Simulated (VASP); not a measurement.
Input of a VASP 6.6.1 run:

File INCAR:

```
PREC = Accurate
ENCUT = 600
EDIFF = 1E-8
ISMEAR = 0
SIGMA = 0.03
LREAL = F
LASPH = T
NELM = 80
ALGO = Fast
ISIF = 2
LWAVE = F
LCHARG = F
GGA = PE
LEPSILON = T
KPAR = 2
```

KPOINTS

```
regular mesh
0
Monkhorst-Pack
  12 12 12
```

File POSCAR:

```
BaF2                                    
1.0
    0.0000000000      3.1397754561      3.1397754561
    3.1397754561     -0.0000000000      3.1397754561
    3.1397754561      3.1397754561      0.0000000000
  Ba              F             
     1     2
Direct
     0.0000000000000000    1.0000000000000000    1.0000000000000000
     0.2500000000000000    0.2500000000000000    0.2500000000000000
     0.7500000000000000    0.7500000000000000    0.7500000000000000
```

Potentials or basis: VASP PAW PBE potentials, release 64 (Ba_sv, F).

Launch:

```sh
$ cat potpaw_PBE.64/Ba_sv/POTCAR potpaw_PBE.64/F/POTCAR > POTCAR
$ mpirun -np 2 vasp_std > vasp.out
```

Question: What does it give for the electronic dielectric tensor (diagonal)?

Answer: 2.32.

Question: What does it give for the Born charges (mean of the diagonal)?

Answer: Ba +2.56; F -1.28 e.

Electronic dielectric tensor:
```
2.32 0.00 0.00
0.00 2.32 0.00
0.00 0.00 2.32
```

Spin-orbit coupling is left out, which matters for the levels of Ba.
